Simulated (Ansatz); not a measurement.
# Cu: stationary points along a deformation path

These are results of Ansatz 0.2.0, DFT PBEsol, scalar-relativistic, plane waves, PAW, not measurements. Settings: plane waves to 420 eV, k-mesh 32×32×32 (Γ-centred), Gaussian smearing 0.15 eV. No spin polarisation. Energies are free energies at this smearing, counted from the undisturbed cell; pressure is positive in compression.

The starting cell (relaxed at this level):

```
Cu
1.0
     0.00000    1.78169    1.78169
     1.78169    0.00000    1.78169
     1.78169    1.78169    0.00000
Cu
1
Direct
  0.00000 0.00000 0.00000
```

At fixed volume and fractional coordinates, lengths along (0.000, 0.000, 1.000) are scaled against those across it; ρ is that ratio over its starting value. V = 11.312 Å³/atom. Δσ is the stress along the axis less the mean stress across it (compression positive).

```csv
ρ,ΔE (meV/atom),Δσ (GPa),space group
0.650,39.0,0.57,I4/mmm
0.707,39.1,0.00,Im-3m
0.780,34.7,2.10,I4/mmm
0.850,22.2,3.88,I4/mmm
0.920,8.0,3.39,I4/mmm
0.960,2.3,2.17,I4/mmm
1.000,0.0,0.00,Fm-3m
1.050,4.1,-3.82,I4/mmm
1.100,17.3,-8.36,I4/mmm
1.200,74.0,-20.23,I4/mmm
1.300,177.1,-35.10,I4/mmm
1.414,351.8,-53.43,I4/mmm
1.500,519.3,-67.31,I4/mmm
```

**Question.** How does the stress give the slope of the energy, and where is the energy stationary?

**Answer.** Along the path d ln(length) is 2/3 d ln ρ on the axis and −1/3 d ln ρ across it, so dE/d ln ρ = −(2/3) V Δσ: the energy falls with ρ where Δσ is positive. Δσ vanishes or changes sign at ρ = 0.707 (Im-3m), a stationary point at 39.1 meV/atom; at ρ = 1.000 (Fm-3m), a minimum at 0.0 meV/atom. Pairs of stationary points between two samples would go unseen, and could change a minimum read from distant neighbours into a maximum. At ρ = 0.707, 1.000 the cell is cubic, where symmetry alone makes the stress isotropic and the slope zero.

**Question.** Which shear constant sets the curvature at ρ = 1?

**Answer.** For a cubic crystal E/V = (2/3) C (ln ρ)² with C = C′ = (C11 − C12)/2, so Δσ = −2C ln ρ. The parabola of Δσ against ln ρ through ρ = 0.960, 1 and 1.050 gives C ≈ 32 GPa with the ions clamped, rough because the steps are large.

**Question.** Integrate that slope from ρ = 1 to 0.850 by the trapezoid rule.

**Answer.** With V/N in Å³ and 1 eV/Å³ = 160.2 GPa the slopes at ρ = 1.000, 0.960, 0.920, 0.850 are 0, -102, -160, -183 meV/atom per unit of ln ρ. The steps add 2.1 + 5.6 + 13.6 = 21.2 meV/atom, against 22.2 from the energies; the trapezoid rule misses the curvature of the slope within each step.

In a metal these slopes depend on the k mesh and the smearing.

Cost: 13 runs of about 1.9 core-minutes in all, on AMD EPYC 9R45 (Zen 5) (shared hosts).